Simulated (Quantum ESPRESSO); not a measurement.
## Habitual settings against a tight run: MgF₂ (P4_2/mnm, 6 atoms in the cell)

Self-consistent single point.

```
CELL_PARAMETERS angstrom
      4.62212     0.00000     0.00000
      0.00000     4.62212     0.00000
      0.00000     0.00000     3.05235
ATOMIC_POSITIONS crystal
  Mg 0.50000 0.50000 0.50000
  Mg 0.00000 0.00000 0.00000
  F  0.69708 0.69708 0.00000
  F  0.30292 0.30292 0.00000
  F  0.80292 0.19708 0.50000
  F  0.19708 0.80292 0.50000
```

Computed with revPBE, SSSP 1.1.2 efficiency (PBE) pseudopotentials (plane waves; Quantum ESPRESSO).

Base settings: ecutwfc = 40 Ry; ecutrho = 320 Ry; occupations = fixed; input_dft = revpbe; potentials = {Mg: Mg.pbe-n-kjpaw_psl.0.3.0.UPF, F: f_pbe_v1.4.uspp.F.UPF}; K_POINTS = automatic 6 6 9 0 0 0; nbnd = 22; conv_thr = 1e-08 Ry; mixing_beta = 0.4.

Tight run (finer mesh or higher cutoff; not a proven limit): ecutwfc: 40 Ry → 56 Ry; ecutrho: 320 Ry → 448 Ry; conv_thr: 1e-08 Ry → 7.3e-11 Ry; K_POINTS: automatic 6 6 9 0 0 0 → automatic 9 9 13 0 0 0. It gave top of the valence band (on the code's own zero) 1.12 eV; gap on the k-point mesh 7.39 eV; pressure 7.43 GPa; largest force (vector length) 0.033 eV/Å.

Quick runs, as changes from the base:
- A: the base itself
- B: ecutwfc: 40 Ry → 24 Ry; ecutrho: 320 Ry → 192 Ry; K_POINTS: automatic 6 6 9 0 0 0 → automatic 3 3 3 1 1 1
- C: ecutwfc: 40 Ry → 20 Ry; ecutrho: 320 Ry → 160 Ry; K_POINTS: automatic 6 6 9 0 0 0 → automatic 4 4 4 0 0 0
- D: K_POINTS: automatic 6 6 9 0 0 0 → automatic 4 4 4 0 0 0
- E: ecutwfc: 40 Ry → 28 Ry; ecutrho: 320 Ry → 224 Ry; occupations: fixed → smearing; nbnd: 22 → default; K_POINTS: automatic 6 6 9 0 0 0 → automatic 8 8 8 1 1 1; smearing: default → fermi-dirac; degauss: default → 0.036749 Ry
- F: ecutwfc: 40 Ry → 24 Ry; ecutrho: 320 Ry → 192 Ry; K_POINTS: automatic 6 6 9 0 0 0 → automatic 1 1 1 0 0 0

Gaps are read on each run's own mesh, which may miss the band edges.

The count of work is k-points × plane waves × bands × iterations; it is no time. 

The starting cell comes from a database of computed structures (which also holds hypothetical and non-ambient phases and stackings), without a prior relaxation at this level. Its lattice was rescaled by a random factor within 2.5 % of one. In the base run, with a pressure of about 7 GPa the cell is away from its equilibrium volume at this level.

```
run  energy less tight (meV/atom)  pressure less tight (GPa)  largest miss in a force vector (eV/Å)  gap on the mesh less tight (eV)  count of work / tight
---  ----------------------------  -------------------------  -------------------------------------  -------------------------------  ---------------------
A                             2.3                      -0.46                                  0.001                           -0.001                   0.23
B                           958.2                     -65.74                                  0.088                            1.522                  0.013
C                          2912.2                    -157.88                                  0.014                           -0.099                  0.030
D                             2.4                      -0.47                                  0.001                           -0.001                  0.083
E                           280.9                     -24.58                                  0.008                            0.264                  0.098
F                          1508.7                     -55.08                                  0.806                           -0.299                 0.0021
```

Among the runs at the tight run's level, the energy misses run from 2.3 to 2912.2 meV/atom.
